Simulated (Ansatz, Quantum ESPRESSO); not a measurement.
# Evanescent states of CaSe, rock salt type, lattice constant set to 5.87 Å, part 2 of 4

Aim: how fast states decay in the gap of CaSe, rock salt type, lattice constant set to 5.87 Å.

Quantum ESPRESSO 7.5; plane-wave DFT, LDA, PseudoDojo norm-conserving pseudopotentials; cross-check by Ansatz 0.2.0 with PAW datasets.

So far. Step 2 (SCF with pw.x): The run needed 9 iterations to bring the estimated error under 1e-09 Ry.

The structure was built from a prototype and need not be the compound's stable phase.

### Step 3. Complex bands with pwcond.x

Level of this step: complex band structure by pwcond; plane-wave DFT, LDA, PseudoDojo norm-conserving pseudopotentials (Quantum ESPRESSO).

ikind = 0 solves one period of the crystal for all kz, real and complex, at each energy and k across. ewind and epsproj trim the two-dimensional plane-wave basis; nz1 sets the subslabs.

File cbs.in:

```
&inputcond
  outdir = './out'
  prefixl = 'scf'
  band_file = 'cbs'
  ikind = 0
  ewind = 4.0
  epsproj = 1e-05
  nz1 = 7
  energy0 = 7.44
  denergy = -0.24
/
4
  0.00000000 0.00000000 1.00000000
  0.50000000 0.00000000 1.00000000
  0.50000000 0.50000000 1.00000000
  0.25000000 0.00000000 1.00000000
40
```

The run is started by

```bash
> OMP_NUM_THREADS=1 mpirun -n 2 pwcond.x -in cbs.in > cbs.out
```

The log of the run:

```text
[banner, memory and clock lines left out]
Program PWCOND v.7.5 starts

          URL

     ./out/scf.save/

     IMPORTANT: XC functional enforced from input :
     Exchange-correlation= PW
                           (   1   4   0   0   0   0   0)
     Any further DFT definition will be discarded
     Please, verify this is what you really want

     Reading collected, re-writing distributed wavefunctions

===== INPUT FILE containing the left lead =====

     GEOMETRY:

     lattice parameter (alat)  =       7.8437  a.u.
     the volume                =     682.4658 (a.u.)^3
     the cross section         =      61.5239 (a.u.)^2
     l of the unit cell        =       1.4142 (alat)
     number of atoms/cell      =            4
     number of atomic types    =            2

     crystal axes: (cart. coord. in units of alat)
               a(1) = (  1.0000  0.0000  0.0000 )
               a(2) = (  0.0000  1.0000  0.0000 )
               a(3) = (  0.0000  0.0000  1.4142 )

   Cartesian axes

     site n.     atom                  positions (alat units)
          1        Ca     tau(  1)=(  0.0000  0.0000  1.4142  )
          2        Se     tau(  2)=(  0.5000  0.5000  1.4142  )
          3        Ca     tau(  3)=(  0.5000  0.5000  0.7071  )
          4        Se     tau(  4)=(  0.0000  0.0000  0.7071  )

     nr1s                      =           45
     nr2s                      =           45
     nr3s                      =           64
     nr1sx                     =           45
     nr2sx                     =           45
     nr3sx                     =           64
     nr1                       =           45
     nr2                       =           45
     nr3                       =           64
     nr1x                      =           45
     nr2x                      =           45
     nr3x                      =           64

 _______________________________
  Radii of nonlocal spheres:

     type       ibeta     ang. mom.          radius (alat units)
       Ca         1         0                    0.1747
       Ca         2         0                    0.1849
       Ca         3         1                    0.1785
       Ca         4         1                    0.1861
       Ca         5         2                    0.2346
       Ca         6         2                    0.2371
       Se         1         0                    0.2282
       Se         2         0                    0.2333
       Se         3         1                    0.1925
       Se         4         1                    0.1925
       Se         5         2                    0.2397
       Se         6         2                    0.2422
----- General information -----

----- Complex band structure calculation -----

     nrx                       =           45
     nry                       =           45
     nz1                       =            7

     energy0               =         7.4E+00
     denergy               =        -2.4E-01
     nenergy               =         40
     ecut2d                =         7.8E+01
     ewind                 =         4.0E+00
     epsproj               =         1.0E-05

     number of k_|| points=    4
                       cryst. coord.
        k(    1) = (   0.0000000   0.0000000), wk =   0.2500000
        k(    2) = (   0.5000000   0.0000000), wk =   0.2500000
        k(    3) = (   0.5000000   0.5000000), wk =   0.2500000
        k(    4) = (   0.2500000   0.0000000), wk =   0.2500000
----- Information about left lead -----

     nocros                   =           36
     noins                    =           36
     norb                     =          108
     norbf                    =          108
     nrz                      =           64

      iorb      type   ibeta   ang. mom.   m       position (alat)
        1        1       1        0        1   taunew(   1)=(  0.0000  0.0000  0.0000)
        2        1       2        0        1   taunew(   2)=(  0.0000  0.0000  0.0000)
        3        1       3        1        1   taunew(   3)=(  0.0000  0.0000  0.0000)
        4        1       3        1        2   taunew(   4)=(  0.0000  0.0000  0.0000)
        5        1       3        1        3   taunew(   5)=(  0.0000  0.0000  0.0000)
        6        1       4        1        1   taunew(   6)=(  0.0000  0.0000  0.0000)
        7        1       4        1        2   taunew(   7)=(  0.0000  0.0000  0.0000)
        8        1       4        1        3   taunew(   8)=(  0.0000  0.0000  0.0000)
        9        1       5        2        1   taunew(   9)=(  0.0000  0.0000  0.0000)
       10        1       5        2        2   taunew(  10)=(  0.0000  0.0000  0.0000)
       11        1       5        2        3   taunew(  11)=(  0.0000  0.0000  0.0000)
       12        1       5        2        4   taunew(  12)=(  0.0000  0.0000  0.0000)
       13        1       5        2        5   taunew(  13)=(  0.0000  0.0000  0.0000)
       14        1       6        2        1   taunew(  14)=(  0.0000  0.0000  0.0000)
       15        1       6        2        2   taunew(  15)=(  0.0000  0.0000  0.0000)
       16        1       6        2        3   taunew(  16)=(  0.0000  0.0000  0.0000)
       17        1       6        2        4   taunew(  17)=(  0.0000  0.0000  0.0000)
       18        1       6        2        5   taunew(  18)=(  0.0000  0.0000  0.0000)
       19        2       1        0        1   taunew(  19)=(  0.5000  0.5000  0.0000)
       20        2       2        0        1   taunew(  20)=(  0.5000  0.5000  0.0000)
       21        2       3        1        1   taunew(  21)=(  0.5000  0.5000  0.0000)
       22        2       3        1        2   taunew(  22)=(  0.5000  0.5000  0.0000)
       23        2       3        1        3   taunew(  23)=(  0.5000  0.5000  0.0000)
       24        2       4        1        1   taunew(  24)=(  0.5000  0.5000  0.0000)
       25        2       4        1        2   taunew(  25)=(  0.5000  0.5000  0.0000)
       26        2       4        1        3   taunew(  26)=(  0.5000  0.5000  0.0000)
       27        2       5        2        1   taunew(  27)=(  0.5000  0.5000  0.0000)
       28        2       5        2        2   taunew(  28)=(  0.5000  0.5000  0.0000)
       29        2       5        2        3   taunew(  29)=(  0.5000  0.5000  0.0000)
       30        2       5        2        4   taunew(  30)=(  0.5000  0.5000  0.0000)
       31        2       5        2        5   taunew(  31)=(  0.5000  0.5000  0.0000)
       32        2       6        2        1   taunew(  32)=(  0.5000  0.5000  0.0000)
       33        2       6        2        2   taunew(  33)=(  0.5000  0.5000  0.0000)
[...]
37        1       1        0        1   taunew(  37)=(  0.5000  0.5000  0.7071)
       38        1       2        0        1   taunew(  38)=(  0.5000  0.5000  0.7071)
       39        1       3        1        1   taunew(  39)=(  0.5000  0.5000  0.7071)
       40        1       3        1        2   taunew(  40)=(  0.5000  0.5000  0.7071)
       41        1       3        1        3   taunew(  41)=(  0.5000  0.5000  0.7071)
       42        1       4        1        1   taunew(  42)=(  0.5000  0.5000  0.7071)
       43        1       4        1        2   taunew(  43)=(  0.5000  0.5000  0.7071)
       44        1       4        1        3   taunew(  44)=(  0.5000  0.5000  0.7071)
       45        1       5        2        1   taunew(  45)=(  0.5000  0.5000  0.7071)
       46        1       5        2        2   taunew(  46)=(  0.5000  0.5000  0.7071)
       47        1       5        2        3   taunew(  47)=(  0.5000  0.5000  0.7071)
       48        1       5        2        4   taunew(  48)=(  0.5000  0.5000  0.7071)
       49        1       5        2        5   taunew(  49)=(  0.5000  0.5000  0.7071)
       50        1       6        2        1   taunew(  50)=(  0.5000  0.5000  0.7071)
       51        1       6        2        2   taunew(  51)=(  0.5000  0.5000  0.7071)
       52        1       6        2        3   taunew(  52)=(  0.5000  0.5000  0.7071)
       53        1       6        2        4   taunew(  53)=(  0.5000  0.5000  0.7071)
       54        1       6        2        5   taunew(  54)=(  0.5000  0.5000  0.7071)
       55        2       1        0        1   taunew(  55)=(  0.0000  0.0000  0.7071)
       56        2       2        0        1   taunew(  56)=(  0.0000  0.0000  0.7071)
       57        2       3        1        1   taunew(  57)=(  0.0000  0.0000  0.7071)
       58        2       3        1        2   taunew(  58)=(  0.0000  0.0000  0.7071)
       59        2       3        1        3   taunew(  59)=(  0.0000  0.0000  0.7071)
       60        2       4        1        1   taunew(  60)=(  0.0000  0.0000  0.7071)
       61        2       4        1        2   taunew(  61)=(  0.0000  0.0000  0.7071)
       62        2       4        1        3   taunew(  62)=(  0.0000  0.0000  0.7071)
       63        2       5        2        1   taunew(  63)=(  0.0000  0.0000  0.7071)
       64        2       5        2        2   taunew(  64)=(  0.0000  0.0000  0.7071)
       65        2       5        2        3   taunew(  65)=(  0.0000  0.0000  0.7071)
       66        2       5        2        4   taunew(  66)=(  0.0000  0.0000  0.7071)
       67        2       5        2        5   taunew(  67)=(  0.0000  0.0000  0.7071)
       68        2       6        2        1   taunew(  68)=(  0.0000  0.0000  0.7071)
       69        2       6        2        2   taunew(  69)=(  0.0000  0.0000  0.7071)
       70        2       6        2        3   taunew(  70)=(  0.0000  0.0000  0.7071)
       71        2       6        2        4   taunew(  71)=(  0.0000  0.0000  0.7071)
       72        2       6        2        5   taunew(  72)=(  0.0000  0.0000  0.7071)
       73        1       1        0        1   taunew(  73)=(  0.0000  0.0000  1.4142)
       74        1       2        0        1   taunew(  74)=(  0.0000  0.0000  1.4142)
       75        1       3        1        1   taunew(  75)=(  0.0000  0.0000  1.4142)
       76        1       3        1        2   taunew(  76)=(  0.0000  0.0000  1.4142)
       77        1       3        1        3   taunew(  77)=(  0.0000  0.0000  1.4142)
       78        1       4        1        1   taunew(  78)=(  0.0000  0.0000  1.4142)
       79        1       4        1        2   taunew(  79)=(  0.0000  0.0000  1.4142)
       80        1       4        1        3   taunew(  80)=(  0.0000  0.0000  1.4142)
       81        1       5        2        1   taunew(  81)=(  0.0000  0.0000  1.4142)
       82        1       5        2        2   taunew(  82)=(  0.0000  0.0000  1.4142)
       83        1       5        2        3   taunew(  83)=(  0.0000  0.0000  1.4142)
       84        1       5        2        4   taunew(  84)=(  0.0000  0.0000  1.4142)
       85        1       5        2        5   taunew(  85)=(  0.0000  0.0000  1.4142)
       86        1       6        2        1   taunew(  86)=(  0.0000  0.0000  1.4142)
       87        1       6        2        2   taunew(  87)=(  0.0000  0.0000  1.4142)
       88        1       6        2        3   taunew(  88)=(  0.0000  0.0000  1.4142)
       89        1       6        2        4   taunew(  89)=(  0.0000  0.0000  1.4142)
       90        1       6        2        5   taunew(  90)=(  0.0000  0.0000  1.4142)
       91        2       1        0        1   taunew(  91)=(  0.5000  0.5000  1.4142)
       92        2       2        0        1   taunew(  92)=(  0.5000  0.5000  1.4142)
       93        2       3        1        1   taunew(  93)=(  0.5000  0.5000  1.4142)
       94        2       3        1        2   taunew(  94)=(  0.5000  0.5000  1.4142)
       95        2       3        1        3   taunew(  95)=(  0.5000  0.5000  1.4142)
       96        2       4        1        1   taunew(  96)=(  0.5000  0.5000  1.4142)
       97        2       4        1        2   taunew(  97)=(  0.5000  0.5000  1.4142)
       98        2       4        1        3   taunew(  98)=(  0.5000  0.5000  1.4142)
       99        2       5        2        1   taunew(  99)=(  0.5000  0.5000  1.4142)
      100        2       5        2        2   taunew( 100)=(  0.5000  0.5000  1.4142)
      101        2       5        2        3   taunew( 101)=(  0.5000  0.5000  1.4142)
      102        2       5        2        4   taunew( 102)=(  0.5000  0.5000  1.4142)
      103        2       5        2        5   taunew( 103)=(  0.5000  0.5000  1.4142)
      104        2       6        2        1   taunew( 104)=(  0.5000  0.5000  1.4142)
      105        2       6        2        2   taunew( 105)=(  0.5000  0.5000  1.4142)
      106        2       6        2        3   taunew( 106)=(  0.5000  0.5000  1.4142)
      107        2       6        2        4   taunew( 107)=(  0.5000  0.5000  1.4142)
      108        2       6        2        5   taunew( 108)=(  0.5000  0.5000  1.4142)
 ngper, shell number =          377          52
 ngper, n2d =          377          93
---  E-Ef =    7.4400000  k =    0.0000000   0.0000000
---  ie =          1  ik =          1
 Nchannels of the left tip =            2
 Right moving states:
   k1(2pi/a)   k2(2pi/a)   E-Ef (eV)
   0.3699047  -0.0000000   7.4400000
   0.4421528  -0.0000000   7.4400000
 Left moving states:
   k1(2pi/a)   k2(2pi/a)   E-Ef (eV)
  -0.3699047  -0.0000000   7.4400000
  -0.4421528  -0.0000000   7.4400000

---  E-Ef =    7.2000000  k =    0.0000000   0.0000000
---  ie =          2  ik =          1
 Nchannels of the left tip =            2
 Right moving states:
   k1(2pi/a)   k2(2pi/a)   E-Ef (eV)
   0.3418398  -0.0000000   7.2000000
   0.4192940  -0.0000000   7.2000000
 Left moving states:
   k1(2pi/a)   k2(2pi/a)   E-Ef (eV)
  -0.3418398  -0.0000000   7.2000000
  -0.4192940  -0.0000000   7.2000000
[... further energies and points left out ...]
---  E-Ef =   -1.6800000  k =    0.2500000   0.0000000
---  ie =         39  ik =          4
 Nchannels of the left tip =            2
 Right moving states:
   k1(2pi/a)   k2(2pi/a)   E-Ef (eV)
  -0.0956730  -0.0000000  -1.6800000
   0.2474011   0.0000000  -1.6800000
 Left moving states:
   k1(2pi/a)   k2(2pi/a)   E-Ef (eV)
   0.0956730  -0.0000000  -1.6800000
  -0.2474011   0.0000000  -1.6800000

---  E-Ef =   -1.9200000  k =    0.2500000   0.0000000
---  ie =         40  ik =          4
 Nchannels of the left tip =            2
 Right moving states:
   k1(2pi/a)   k2(2pi/a)   E-Ef (eV)
   0.1303683   0.0000000  -1.9200000
  -0.1918988  -0.0000000  -1.9200000
 Left moving states:
   k1(2pi/a)   k2(2pi/a)   E-Ef (eV)
  -0.1303683   0.0000000  -1.9200000
   0.1918988  -0.0000000  -1.9200000

Note: The following floating-point exceptions are signalling: IEEE_UNDERFLOW_FLAG IEEE_DENORMAL
Note: The following floating-point exceptions are signalling: IEEE_UNDERFLOW_FLAG IEEE_DENORMAL
```

Elapsed: 1.9 min, on 2 MPI ranks of AMD EPYC 9R45, shared host; peak memory 0.16 GiB.

This step gave:

| Quantity | Value |
| --- | --- |
| peak of the smallest κ at the zone centre | 0.178 Å⁻¹ |
| energy of the peak at the zone centre | 1.44 eV |
| peak of the smallest κ at (1/2, 0) | 0.536 Å⁻¹ |
| peak of the smallest κ at (1/2, 1/2) | 0.247 Å⁻¹ |
| peak of the smallest κ at (1/4, 0) | 0.352 Å⁻¹ |

K across = (0, 0) in the cell's reciprocal vectors; values within 0.0025 1/Å of each other count once, columns are sorted by size at each energy, a dash where no further value was kept. The Im kz of the slowest decaying states by energy, zero at the highest filled level of the SCF mesh:

```
energy (eV)  decay 1 (Å⁻¹)  decay 2 (Å⁻¹)  decay 3 (Å⁻¹)
      -1.92          0.401          0.826           1.09
      -1.68          0.425          0.774           1.06
      -1.44          0.443          0.711           1.02
      -1.20          0.455          0.584          0.668
      -0.96          0.464           0.81          0.953
      -0.72          0.471          0.852          0.914
      -0.48          0.475          0.873          0.876
      -0.24          0.477           0.83           0.89
       0.00          0.005          0.478          0.784
       0.24          0.097          0.217          0.477
       0.72          0.151          0.319          0.471
       0.96          0.165           0.34          0.467
       1.20          0.173          0.352          0.461
       1.44          0.178          0.355          0.377
       1.68          0.178          0.238          0.352
       1.92          0.175          0.344          0.437
       2.16          0.169           0.33          0.427
       2.40          0.158          0.311          0.416
       2.64          0.142          0.285          0.403
       2.88          0.116          0.252          0.388
       3.12          0.066          0.207          0.373
       3.36          0.141          0.355          0.377
       3.60          0.085          0.275          0.335
       3.84          0.177          0.213          0.313
       4.08          0.086          0.264          0.278
       4.32          0.255          0.322          0.694
       4.56          0.009          0.215          0.355
       4.80           0.15          0.379          0.633
       5.28           0.15          0.358          0.412
       5.52          0.174          0.422           0.46
       5.76          0.171          0.418          0.429
       6.00          0.191          0.208          0.433
       6.24          0.286          0.304          0.435
       6.48           0.33          0.342          0.434
       6.72          0.361          0.364          0.431
       6.96          0.377          0.383          0.426
       7.20          0.385          0.399          0.419
       7.44          0.389          0.409          0.736
```

K across = (0, 0) in the cell's reciprocal vectors. Table of Re kz of states that move upwards by energy, zero at the highest filled level of the SCF mesh:

```csv
energy (eV),channel 1 (Å⁻¹),channel 2 (Å⁻¹),channel 3 (Å⁻¹),channel 4 (Å⁻¹),channel 5 (Å⁻¹)
-1.92,-0.450,-,-,-,-
-1.44,-0.342,-,-,-,-
-1.20,-0.295,-,-,-,-
-0.72,-0.206,0.468,0.468,-,-
-0.48,-0.419,-0.419,-0.160,-,-
0.00,-0.00697,-0.00697,-,-,-
0.24,-,-,-,-,-
0.72,-,-,-,-,-
0.96,-,-,-,-,-
1.44,-,-,-,-,-
1.92,0.179,-,-,-,-
2.16,0.353,-,-,-,-
2.64,-0.497,-,-,-,-
2.88,-0.402,-,-,-,-
3.36,-0.197,0.0964,-,-,-
3.60,0.0761,0.0761,0.187,-,-
4.08,0.257,0.257,0.407,-,-
4.56,-0.461,0.149,0.375,0.375,-
4.80,-0.357,-0.325,0.188,0.430,0.430
5.28,-0.522,-0.522,0.249,-,-
5.52,-0.451,-0.451,0.277,-,-
6.00,0.0350,0.328,-,-,-
6.24,0.199,0.352,-,-,-
6.72,0.297,0.401,-,-,-
6.96,0.333,0.425,-,-,-
7.44,0.396,0.473,-,-,-
```

K across = (1/2, 0) in the cell's reciprocal vectors; values within 0.0025 1/Å of each other count once, columns are sorted by size at each energy, a dash where no further value was kept. Table of Im kz of the slowest decaying states by energy, zero at the highest filled level of the SCF mesh:

```csv
energy (eV),decay 1 (Å⁻¹),decay 2 (Å⁻¹),decay 3 (Å⁻¹)
-1.92,0.196,0.682,0.751
-1.68,0.137,0.592,0.702
-1.20,0.064,0.077,0.227
-0.96,0.458,1.46,-
-0.72,0.492,0.547,1.43
-0.24,0.524,0.621,1.38
0.00,0.532,0.638,1.35
0.24,0.535,0.648,1.33
0.72,0.534,0.653,1.27
0.96,0.53,0.65,1.25
1.20,0.523,0.644,1.22
1.68,0.504,0.624,1.16
1.92,0.492,0.611,1.12
2.16,0.477,0.595,1.09
2.64,0.439,0.556,1.02
2.88,0.416,0.533,0.987
3.36,0.356,0.476,0.91
3.60,0.316,0.441,0.867
3.84,0.265,0.4,0.822
4.32,0.287,0.717,-
4.56,0.14,0.195,0.652
4.80,0.037,0.173,0.572
5.28,0.106,0.173,0.189
5.52,0.115,0.312,0.319
5.76,0.187,0.453,0.456
6.24,0.242,0.56,1.16
6.48,0.159,0.251,0.59
6.72,0.228,0.252,0.614
7.20,0.238,0.295,0.656
7.44,0.239,0.246,0.311
```

K across = (1/2, 1/2) in the cell's reciprocal vectors; values within 0.0025 1/Å of each other count once, columns are sorted by size at each energy, a dash where no further value was kept. The Im kz of the slowest decaying states by energy, zero at the highest filled level of the SCF mesh:

| energy (eV) | decay 1 (Å⁻¹) | decay 2 (Å⁻¹) | decay 3 (Å⁻¹) |
| --- | --- | --- | --- |
| -1.92 | 0.163 | 1.19 | 1.61 |
| -1.68 | 1.19 | 1.58 | 1.88 |
| -1.44 | 1.19 | 1.56 | 1.87 |
| -1.20 | 1.19 | 1.53 | 1.85 |
| -0.96 | 0.017 | 1.18 | - |
| -0.72 | 0.156 | 0.161 | 1.18 |
| -0.48 | 0.203 | 0.213 | 1.17 |
| -0.24 | 0.229 | 0.247 | 1.17 |
| 0.00 | 0.242 | 0.27 | 1.16 |
| 0.24 | 0.247 | 0.288 | 1.15 |
| 0.72 | 0.234 | 0.309 | 1.13 |
| 0.96 | 0.218 | 0.314 | 1.12 |
| 1.20 | 0.193 | 0.318 | 1.11 |
| 1.44 | 0.157 | 0.319 | 1.10 |
| 1.68 | 0.1 | 0.318 | 1.08 |
| 1.92 | 0.315 | 1.07 | 1.16 |
| 2.16 | 0.311 | 1.05 | 1.12 |
| 2.40 | 0.305 | 1.04 | 1.08 |
| 2.64 | 0.297 | 1.02 | 1.04 |
| 2.88 | 0.287 | 0.993 | 1.00 |
| 3.12 | 0.276 | 0.946 | 0.984 |
| 3.36 | 0.262 | 0.894 | 0.964 |
| 3.60 | 0.246 | 0.838 | 0.942 |
| 3.84 | 0.227 | 0.774 | 0.919 |
| 4.08 | 0.204 | 0.702 | - |
| 4.32 | 0.177 | 0.615 | 0.867 |
| 4.56 | 0.142 | 0.505 | 0.838 |
| 4.80 | 0.09 | 0.34 | 0.345 |
| 5.28 | 0.17 | 0.735 | 1.10 |
| 5.52 | 0.193 | 0.693 | 1.01 |
| 5.76 | 0.643 | 0.867 | 0.87 |
| 6.00 | 0.016 | 0.091 | 0.439 |
| 6.24 | 0.294 | 0.337 | 0.34 |
| 6.48 | 0.403 | 0.443 | 0.954 |
| 6.72 | 0.409 | 0.512 | 1.00 |
| 6.96 | 0.41 | 0.563 | 1.03 |
| 7.20 | 0.406 | 0.603 | 1.05 |
| 7.44 | 0.398 | 0.634 | 1.06 |

[end of part 2 of 4]

[Logs are printed without paths, hosts, clocks, repeated set-up lines and the standing remarks that a program may print on its own settings, such as how far it seeks lower states.]

[Hosts, paths, dates, database ids (printed as entryN), source tags and the programs' standing remarks are cut or masked in the printed files.]

[Maps of the electrostatic potential energy from Ansatz leave out the sawtooth potential of an applied field or a dipole correction, so their vacuum need not be flat; planar profiles and work functions include it.]
